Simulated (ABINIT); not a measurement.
## GaP in ABINIT: the effect of dispersion

The system is GaP.

```
Ga P
1.0
     0.00000    2.72525    2.72525
     2.72525    0.00000    2.72525
     2.72525    2.72525    0.00000
Ga P
1 1
Direct
  0.00000 0.00000 0.00000
  0.75000 0.75000 0.75000
```

Alike in all runs:

- Program: ABINIT 10.8.3 (patched build)
- Task: equation of state
- Functional: PBE
- Potentials or basis: JTH PAW PBE v2.0
- Cutoff: 544 eV
- k mesh: 8 × 8 × 8
- Occupations: fermi-dirac, width 0.05 eV
- Spin: no spin polarisation

```tsv
dispersion	V0 of scaled cells (Å³/atom)	B0 (GPa)
none	?	?
D3	20.49	80
D3(BJ)	20.21	84
D4	20.07	86
```

Problem. What does the run with dispersion none give?

Solution. V0 of scaled cells 20.89 Å³/atom; B0 77 GPa.

Caveats: pressures at fixed basis lie under the slope of the energies.
